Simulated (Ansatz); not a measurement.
Method: DFT PBE, scalar-relativistic, plane waves, PAW (Ansatz). Settings: cutoff 420 eV, Γ-centred meshes spaced at most about 0.3 Å⁻¹, and about 0.25 Å⁻¹ or finer for metals (2π included), Gaussian smearing. No spin polarisation.

These are static total energies at zero pressure.

Two relaxed structures of Si6Ru:

A. Space group Cmmm (No. 65), orthorhombic, a = 4.236 Å, b = 10.295 Å, c = 5.571 Å. Around Si on a site of symmetry m lie 4 Si at 2.42–2.54 Å, 1 Ru at 2.45 Å and 2 Si at 2.71 Å; Si on a site of symmetry m2m has 2 Ru at 2.47 Å, 3 Si at 2.54 Å and 4 Si at 2.71 Å; Ru has 8 Si at 2.45–2.47 Å.

B. Space group Pmm2 (No. 25), orthorhombic, a = 7.278 Å, b = 7.452 Å, c = 4.254 Å. Si on a site of symmetry mm2 has 4 Si at 2.35–2.42 Å; around Si on a second site of symmetry mm2 lie 4 Si at 2.31–2.35 Å; Si on a site of symmetry m has 4 Si at 2.35–2.42 Å; around Si on a second site of symmetry m lie 3 Si at 2.42–2.47 Å, 2 Ru at 2.49 Å, 1 Si at 2.79 Å and 2 Si at 3.10 Å; Ru has 8 Si at 2.41–2.63 Å; 2 more sites not described.

Question: Which would you expect to be lower, and how large is the difference?

Answer: B is lower, by 29 meV/atom. A has space group Cmmm (No. 65), 17.4 Å³/atom and no gap on its mesh; B has space group Pmm2 (No. 25), 16.5 Å³/atom and no gap. A holds Si–Si bonds in all directions (shortest 2.42 Å); B holds Si–Si nets (shortest 2.31 Å). The denser one is the lower, and pressure would at first widen the difference. Origin: A, invented; B, invented, then shaken at random and relaxed again.

The k mesh leaves some 4 meV/atom of noise in the energy of each metallic cell. Cells relaxed within their symmetry can be saddle points.
